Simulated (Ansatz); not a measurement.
# Si: a tetragonal deformation path

The task here is to estimate one member of a computed series from the others.

Computed with Ansatz 0.2.0 (DFT PBE, scalar-relativistic, plane waves, PAW, unless a step's input says otherwise).

1 further run of the same task is left out (set aside as unsound or not needed).

## The system as given

It takes space group Fd-3m (No. 227, cubic). The conventional cell has a = 5.431 Å, b = 5.431 Å, c = 5.431 Å, α = 90.00°, β = 90.00°, γ = 90.00°. Around Si (site symmetry -43m) lie 4 Si at 2.35 Å.

Structure file:

```cif
data_structure
_symmetry_space_group_name_H-M 'Fd-3m:1'
_symmetry_Int_Tables_number 227
_cell_length_a 5.4309
_cell_length_b 5.4309
_cell_length_c 5.4309
_cell_angle_alpha 90.000
_cell_angle_beta 90.000
_cell_angle_gamma 90.000
_cell_volume 160.19
loop_
_atom_site_label
_atom_site_type_symbol
_atom_site_symmetry_multiplicity
_atom_site_Wyckoff_symbol
_atom_site_fract_x
_atom_site_fract_y
_atom_site_fract_z
_atom_site_occupancy
Si1 Si 8 a 0.50000 0.00000 0.50000 1
```

The cell is taken as given, not relaxed at this level.

Set-up of the first run:

Contents of input.yaml:

```yaml
crystal:
  lattice:
    - [0.0, 2.71547, 2.71547]
    - [2.71547, 0.0, 2.71547]
    - [2.71547, 2.71547, 0.0]
  atoms:
    - { symbol: Si, position: [0.5, 0.5, 0.5] }
    - { symbol: Si, position: [0.75, 0.75, 0.75] }
basis:
  ecutwfc: 420
kpoints:
  mp_grid: { grid: [10, 10, 10] }
hamiltonian:
  xc: pbe
scf:
  occupations: { method: gaussian, width: 0.05 }
output:
  forces: true
  stress: true
  eigenvalues: true
  write_density: true
  write_potential: true
  elf: true
  volumetric_format: npy
```

Launch:

```console
> ansatz run input.yaml --threads 1 --pin off --max-ram 2560MiB --backend cpu --events-out ev --progress --plain --runs-dir out
```

Steps of the session up to this table: The reference: the undisturbed cell on the scan's mesh; ρ = 0.707; At ρ = 1.414; ρ = 0.850; ρ = 1.200; ρ = 0.780; Point ρ = 1.300; Point ρ = 0.920; At ρ = 1.100; Point ρ = 0.650; ρ = 1.500; Point ρ = 0.960; At ρ = 1.050.

One table of the session follows, with a row left open; its other results are not shown here.

It belongs to the step «The scan collected». The scan, with free energies counted from the undisturbed cell:

```
    ρ  ΔE (meV/atom)  pressure (GPa)  gap on the mesh (eV)
0.650          355.4            -4.9                  0.00
0.707          265.5            -2.8                  0.00
0.780          163.1            -0.6                  0.00
0.850           82.6             0.8                  0.00
0.920           25.0             1.8                  0.00
0.960            6.4             2.0                  0.15
1.000            0.0             2.0                  0.58
1.050           10.1             1.9                  0.32
1.100              ?               ?                     ?
1.200          157.4             0.9                  0.00
1.300          329.3             0.0                  0.00
1.414          523.7            -1.5                  0.00
1.500          631.5            -3.1                  0.00
```

**Question.** Estimate the row for ρ = 1.100.

Worked estimate for «ΔE (meV/atom)». A straight line through the neighbours (1.050, 10.1) and (1.200, 157.4) gives 10.1 + (157.4 − 10.1) × (1.100 − 1.050) / (1.200 − 1.050) = 59.2; a parabola fitted to 4 rows on both sides gives 44.7.

As computed: ΔE (meV/atom): 40.3; pressure (GPa): 1.7; gap on the mesh (eV): 0.06. In «ΔE (meV/atom)» the line misses by +18.9 and the parabola by +4.4.

Where the gap reads zero, the mesh chosen for the insulator is on the coarse side.
